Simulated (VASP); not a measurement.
Si:

```
Si
1.0
     4.12095    0.00000    0.00000
    -2.06047    3.56885    0.00000
     0.00000    0.00000    2.65479
Si
2
Direct
  0.33333 0.66667 0.50000
  0.66667 0.33333 0.50000
```

The cell was built by a generator and needn't be a form met in nature.

```yaml
Program: VASP 6.6.1
Task: relaxation of cell and atoms
Functional: HSE03
Potentials_or_basis: VASP PAW PBE potentials, release 64 (Si)
Cutoff: 600 eV
k_mesh: 4 × 4 × 5
Occupations: fermi-dirac, width 0.05 eV
Spin: no spin polarisation
```

At the start: pressure -2.4 GPa; volume 19.52 Å³/atom.

Task: How do energy, volume and symmetry change on relaxing?

Result: Over 9 steps the energy falls by 28.4 meV/atom and the volume is 18.91 Å³/atom (-3.1 %); space group P6/mmm (No. 191, to 0.05 Å).

Step by step:
```
step  energy change (eV)  largest force (eV/Å)  pressure (GPa)  volume (Å³)
   1              0.0000                0.0006           -2.42        39.04
   2             -0.0314                0.0003            1.67        37.33
   3             -0.0566                0.0000           -0.43        38.00
   4             -0.0566                0.0000           -0.38        37.98
   5             -0.0568                0.0001            0.22        37.71
   6             -0.0568                0.0000            0.07        37.79
   7             -0.0568                0.0000            0.05        37.80
   8             -0.0569                0.0000           -0.03        37.82
   9             -0.0569                0.0000           -0.01        37.82
```

Final structure:
```
CELL_PARAMETERS angstrom
4.13818 0.00001 0.00000
-2.06908 3.58378 0.00000
0.00000 0.00000 2.54988
ATOMIC_POSITIONS crystal
Si 0.33333 0.66667 0.50000
Si 0.66667 0.33333 0.50000
```

Caveat: the k mesh is coarse (spacing up to 0.47 Å⁻¹), so the values aren't converged, least of all with exact exchange; the PAW data sets were made with another functional, which shifts forces and pressure a little.
